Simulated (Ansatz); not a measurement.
The calculation used Ansatz, DFT PBE, scalar-relativistic, plane waves, PAW. All cells share a 420 eV cutoff and Γ-centred k meshes spaced at most about 0.3 Å⁻¹ (about 0.25 or finer for metals, 2π included). Collinear spin in cells that started with moments and kept them past the coarse steps, no spin elsewhere.

These are static total energies at zero pressure.

Two relaxed structures of AlCo:

A. (site moments under 0.1 μB)

```xyz
2
Lattice="2.8522 0.0000 0.0000 0.0000 2.8522 0.0000 0.0000 0.0000 2.8522" Properties=species:S:1:pos:R:3 pbc="T T T"
Al    0.0000    0.0000    0.0000
Co    1.4261    1.4261    1.4261
```

B. (site moments Co -0.3, -1.3, -0.1 μB)

```xyz
6
Lattice="-1.8479 1.8479 5.8676 1.8479 -1.8479 5.8676 1.8479 1.8479 -5.8676" Properties=species:S:1:pos:R:3 pbc="T T T"
Al    1.8479    0.0000    4.8249
Al    0.0000    1.8479    4.8249
Al    0.0000    0.0000    6.9716
Co    0.0000    0.0000    9.2436
Co    0.0000    0.0000    2.9113
Co    0.0000    0.0000    0.5617
```

**Question.** Which would you expect to be lower, and how large is the difference?

**Answer.** A is lower, by 0.58 eV/atom. A has the caesium chloride type, space group Pm-3m (No. 221), 11.6 Å³/atom and no gap on its mesh; B has space group I4mm (No. 107), 13.4 Å³/atom and no gap. Counting all near atoms (those within 1.25 times the shortest distance at each site; a plus sign parts nearer from farther groups; a slash parts the counts of unlike sites), A has Al 8+6, Co 8+6 and B has Al 1+8/12, Co 1+8/5+4/9. Their magnetic states differ too. The denser one is the lower, and pressure would at first widen the difference. Origin: A is a Materials Project cell, relaxed; B was invented.

Another magnetic order may lie lower. Cells relaxed within their symmetry can be saddle points.

The large preference for A fits the strong Co-Al attraction that makes the caesium chloride type the known structure of this compound. There every nearest neighbour is of the unlike kind, so Co d states hybridise fully with Al s and p states, and the bonding states fill while the Fermi level lies in a region of low state density. B gives up part of this mixing for Co-Co and Al-Al contacts. Some of its square layers also sit atom over atom, which packs poorly and probably adds to both its energy and its volume.

The moments in B follow the local chemistry: the Co site at -1.3 μB has the most Co neighbours, while the site surrounded almost wholly by Al is nearly quenched, as in A. This suggests that magnetism is a consequence of the incomplete Co-Al mixing in B rather than the cause of its higher energy. The comparison ranks two arrangements at one composition and doesn't test either against decomposition into neighbouring Al-Co phases.
